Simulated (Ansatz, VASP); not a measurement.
## One calculation of Al2O3, two programs

```xyz
5
Lattice="3.2589 0.0000 0.0000 -1.6294 2.8223 0.0000 0.0000 0.0000 7.2717" Properties=species:S:1:pos:R:3 pbc="T T T"
Al    0.0000    0.0000    2.0212
Al    0.0000    0.0000    5.2505
O     0.0000    1.8815    1.4504
O     1.6294    0.9408    5.8213
O     0.0000    0.0000    3.6358
```

Change from the starting cell: strain +0.080 along x and y, -0.040 along z, atoms carried along.

Alike in both runs: task single point; functional PBEsol; k mesh 12 × 12 × 4; occupations gaussian, width 0.05 eV; no spin polarisation.

```csv
,VASP,Ansatz
version,VASP 6.6.1,Ansatz 0.2.0
potentials or method,"VASP PAW PBE potentials, release 64 (Al, O)","scalar-relativistic, plane waves, PAW"
plane-wave cutoff (eV),520,420
valence electrons in the cell,24,24
```

Ansatz gave:

| Item | Value |
| --- | --- |
| gap on the k mesh at the Fermi level (eV) | 2.52 |
| least direct gap on the mesh (eV) | 2.52 |
| pressure (GPa) | -12.3 |
| largest component of the traceless stress (GPa) | 27.72 |
| rms of the force components (eV/Å) | 1.095 |

Problem. Which values does VASP return?

Solution. gap on the k mesh at the Fermi level (eV): 2.49; least direct gap on the mesh (eV): 2.49; pressure (GPa): -12.1; largest component of the traceless stress (GPa): 28.36; rms of the force components (eV/Å): 1.138.

Atom by atom the forces differ by 0.044 eV/Å (rms over components). With one functional, cell and mesh, what is left measures potentials, basis and numerics.

Caveats: the PAW data sets were made with another functional, which shifts forces and pressure a little (VASP). A k mesh can miss the band edges.
